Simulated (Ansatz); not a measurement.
**Pb in Ansatz: the effect of functional**

Pb:

```xyz
2
Lattice="3.0182 -1.7386 0.0000 3.0182 1.7386 0.0000 -2.1013 0.0000 6.0543" Properties=species:S:1:pos:R:3 pbc="T T T"
Pb    3.9580    0.0000    4.3972
Pb   -0.0229    0.0000    1.6571
```

This isn't the form of Pb at room conditions, which is fcc.

The cell isn't the ideal one: volume scaled by 0.98.

Alike in all runs:

```yaml
Program: Ansatz 0.2.0
Task: single point
Potentials_or_basis: Ansatz PAW
k_mesh: 9 × 9 × 5
Occupations: fermi-dirac, width 0.05 eV
Spin: no spin polarisation
```

```tsv
functional	cutoff	pressure (GPa)	largest force (eV/Å)
LDA	420 eV (not typed: the program's choice for these potentials)	-2.5	0.14
PBEsol	420 eV (not typed: the program's choice for these potentials)	-1.0	0.10
r2SCAN	500 eV (not typed: the program's choice for these potentials)	?	?
```

**Question.** What does the run with functional r2SCAN give?

**Answer.** Pressure 0.5 GPa; largest force 0.12 eV/Å.

Caveats: the PAW data sets come from PBE, with cores solved anew for the run's functional, which leaves a small shift of forces and pressure.
